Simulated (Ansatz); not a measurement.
**ZrC (wurtzite structure)**

Method: PBE, scalar-relativistic; no spin polarisation; PAW, 420 eV, 12×12×6 k-mesh, Gaussian smearing of 0.05 eV; code Ansatz. The datasets are Ansatz's generated set soft_2.

```
CELL_PARAMETERS angstrom
3.88685 0.00000 0.00000
-1.94343 3.36611 0.00000
0.00000 0.00000 4.71809
ATOMIC_POSITIONS crystal
Zr 0.66667 0.33333 0.06816
Zr 0.33333 0.66667 0.56816
C 0.66667 0.33333 0.55704
C 0.33333 0.66667 0.05704
```

The start was a prototype's sites filled with these elements. The Crystallography Open Database lists the compound in space group Fm-3m (rock salt), so this is a trial structure.

The cell above was scaled in volume, and shape and atoms were relaxed at each volume within its symmetry. Energies are counted from the cell above.

The cell is relaxed to zero pressure at this level.

| V (Å³/atom) | ΔE (meV/atom) | P (GPa) |
| --- | --- | --- |
| 14.58 | 27.4 | 10.9 |
| 14.82 | 14.2 | 7.6 |
| 15.12 | 3.4 | 3.6 |
| 15.43 | 0.0 | 0.0 |
| 15.74 | 3.2 | -3.3 |
| 16.05 | 12.4 | -6.2 |
| 16.51 | 36.1 | -10.1 |
| 16.98 | 70.4 | -13.5 |

What do the points give for the equilibrium volume, the bulk modulus and its pressure derivative (third-order Birch–Murnaghan)?

V0 = 15.43 Å³/atom, B0 = 171 GPa, B0′ = 4.0.

B0·V0 = 171.5 GPa × 15.43 Å³ = 16.52 eV/atom sets the scale: near the minimum ΔE ≈ ½ B0 V0 x², with x = V/V0 − 1, and a pressure of 1.7 GPa squeezes the volume by about 1 %. At the ends of the curve: x = −5.5 % predicts 25.0 meV/atom and the run gives 27.4; x = +10.0 % predicts 82.6 meV/atom and the run gives 70.4. The curve is steeper than the parabola on the compressed side and flatter on the expanded side: the bulk modulus rises with pressure. The run is a metal.
